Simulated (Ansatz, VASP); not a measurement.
# Sc in VASP and in Ansatz

```
Sc
1.0
     2.90838    0.00000    0.00000
     0.00000    2.90838    0.00000
     0.00000    0.00000    2.90838
Sc
1
Direct
  0.00000 0.00000 0.00000
```

Change from the starting cell: volume scaled by 0.9405.

Alike in both runs: task single point; functional PBE; k mesh 12 × 12 × 12; occupations fermi-dirac, width 0.05 eV; no spin polarisation.

|  | VASP | Ansatz |
| --- | --- | --- |
| version | VASP 6.6.1 | Ansatz 0.2.0 |
| potentials or method | VASP PAW PBE potentials, release 64 (Sc_sv), cutoff 520 eV | all-electron LAPW, scalar-relativistic |

```tsv
	VASP	Ansatz	Ansatz less VASP
pressure (GPa)	2.3	2.3	-0.04
```

Ansatz ran all-electron here, so the differences hold the error of VASP's frozen core and of both bases.
